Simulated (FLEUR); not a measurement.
## ZnSe (Stilleite) under changes of volume

One of the cells (22.757 Å³/atom); the others are scaled copies at fixed shape and fractional positions:

```
Se Zn
1.0
     0.00000    2.83380    2.83380
     2.83380    0.00000    2.83380
     2.83380    2.83380    0.00000
Se Zn
1 1
Direct
  0.75000 0.75000 0.75000
  0.00000 0.00000 0.00000
```

- Program: FLEUR MaX-R8.1 (later development tree)
- Functional: PBE
- Potentials or basis: all-electron
- Basis: FLAPW
- Kmax: 3.99 1/bohr
- k mesh: 8 × 8 × 8
- Occupations: fermi-dirac, width 0.05 eV
- Spin: no spin polarisation

```tsv
volume (Å³/atom)	energy over the lowest point (meV/atom)	gap on the mesh (eV)
21.391	39.83	1.55
21.846	24.29	1.46
22.301	11.63	1.38
22.757	?	?
23.212	0.16	1.22
23.667	0.00	1.14
24.122	2.35	1.07
```

Task: What does the run at 22.757 Å³/atom give?

Result: Energy over the lowest point 3.95 meV/atom; gap on the mesh 1.29 eV.

Worked out: A Birch-Murnaghan fit of order 3 (a polynomial in V^(-2/3)) to the other rows has its minimum at 23.51 Å³/atom with B0 = V·E''(V) = 61 GPa (rough, since the energies scatter). It gives 4.23 meV/atom at 22.757 Å³/atom, against the run's 3.95. A straight line through the other rows of the gap, of slope -4 eV per unit of ln V (its deformation potential), gives 1.30 eV, against the run's 1.29.

Energies are extrapolated to zero smearing.

Caveats: the plane-wave cutoff is short for the semicore states, which can make moduli rough.

Spin-orbit coupling on Se is left out.
